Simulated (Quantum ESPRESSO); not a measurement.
## CoSi: equation of state with PBEsol

CoSi:

```xyz
8
Lattice="4.4380 0.0000 0.0000 0.0000 4.4380 0.0000 0.0000 0.0000 4.4380" Properties=species:S:1:pos:R:3 pbc="T T T"
Co    3.8167    2.8403    1.5977
Co    2.8403    1.5977    3.8167
Co    1.5977    3.8167    2.8403
Co    0.6213    0.6213    0.6213
Si    0.6968    1.5222    2.9158
Si    1.5222    2.9158    0.6968
Si    2.9158    0.6968    1.5222
Si    3.7412    3.7412    3.7412
```

| Property | Result |
| --- | --- |
| Program | Quantum ESPRESSO 7.5 |
| Task | equation of state |
| Functional | PBEsol |
| Potentials or basis | GBRV 1.5 PBEsol |
| Cutoff | 762 eV |
| Density cutoff | 6095 eV |
| k mesh | 6 × 6 × 6 |
| Occupations | fermi-dirac, width 0.05 eV |
| Spin | collinear spin, ferromagnetic start |
| Starting moments | [2.0, 2.0, 2.0, 2.0, 0.0, 0.0, 0.0, 0.0] μB |

| Item | Value |
| --- | --- |
| Equilibrium volume | 10.58 Å³/atom |
| Bulk modulus at fixed shape and positions | 245 GPa |
| Pressure derivative of the bulk modulus | 4.6 |

Energy against volume, from the lowest point:
```tsv
volume (Å³/atom)	energy (meV/atom)
10.271	6.67
10.489	0.00
10.708	0.58
10.926	7.62
11.145	20.43
11.363	38.37
11.582	60.90
```

All runs of the series together: 23 min on 2 threads of Arm Neoverse V2, with other jobs on the host.

Caveat: the cell was scaled at fixed shape and fractional positions, which overstates the stiffness of a crystal with free parameters, most of all of layers and chains.
